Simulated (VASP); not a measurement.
Wanted: the native input for a VASP 6.6.1 run.

```yaml
Task: relaxation of cell and atoms
Functional: LDA
Potentials_or_basis: VASP PAW LDA potentials, release 64 (B, N)
Cutoff: 600 eV
k_mesh: 15 × 15 × 1
Occupations: gaussian, width 0.03 eV
Spin: no spin polarisation
Further_INCAR_settings: ALGO = Normal; EDIFF = 1e-07; IBRION = 2; EDIFFG = -0.005; NSW = 90; ISIF = 3
```

The structure of BN lies in POSCAR:

```
BN                                      
1.0
    2.4897967922      0.0000000000      0.0000000000
   -1.2448983961      2.1562272676      0.0000000000
    0.0000000000      0.0000000000     21.3178500000
  B               N             
     2     2
Direct
     0.6666666699999979    0.3333333300000021    0.4238555449305933
     0.3333333300000021    0.6666666699999979    0.5761444550694064
     0.3333333300000021    0.6666666699999979    0.4237605776210108
     0.6666666699999979    0.3333333300000021    0.5762394223789892
```

One way to write it, as run:

INCAR

```
ALGO = Normal
EDIFF = 1E-7
EDIFFG = -0.005
ENCUT = 600
GGA = CA
IBRION = 2
ISIF = 3
ISMEAR = 0
LASPH = T
LATTICE_CONSTRAINTS = .TRUE. .TRUE. .FALSE.
LCHARG = F
LREAL = F
LWAVE = F
NELM = 80
NSW = 90
PREC = Accurate
SIGMA = 0.03
```

KPOINTS

```
k-points
0
Gamma
  15 15 1
```

Potentials or basis: VASP PAW LDA potentials, release 64 (B, N).

Run with:

```bash
$ cat potpaw_LDA.64/B/POTCAR potpaw_LDA.64/N/POTCAR > POTCAR
$ mpirun -np 1 vasp_std > vasp.out
```

It gave:

```
Relaxed volume                         : 28.60 Å³/atom
Relaxed cell                           : a = 2.489 Å, b = 2.489 Å, c = 21.318 Å, α = 90.00°, β = 90.00°, γ = 120.00°
Space group after relaxing (to 0.05 Å) : P-3m1 (No. 164)
Energy gained by relaxing              : 0.0 meV/atom
Ionic steps                            : 3
Band gap on the k mesh                 : 4.37 eV, indirect (least direct gap 4.66 eV)
```

Run time: 42 s on 1 thread of Intel(R) Xeon(R) 6975P-C (Granite Rapids) (shared host), peak memory 0.22 GiB.
